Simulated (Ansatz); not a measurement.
The parent structure is Li$_{2}$O in the anti-fluorite structure (space group Fm-3m, No. 225; a = 4.5727 Å). Axes: x, y, z lie along the cube axes.

The values are results of r2SCAN in Ansatz (plane waves to 500 eV, PAW, no SOC), not measurements.

A first run, uniaxial strain ε_xx = +0.46 %, gives secant values C11 ≈ 220 GPa and C12 ≈ 21 GPa from its stress. A second run applies uniaxial stress, 5 GPa tension along z.

What does linear elasticity predict for Young's modulus in the second run, and what does the run give?

Linear elasticity: (C11 − C12)(C11 + 2 C12)/(C11 + C12) = 220 GPa. The run gives 210 GPa; any difference comes from nonlinear terms at these strains and numerical noise.

Stability under load was not tested beyond the relaxation.

Ansatz is a first-principles code.
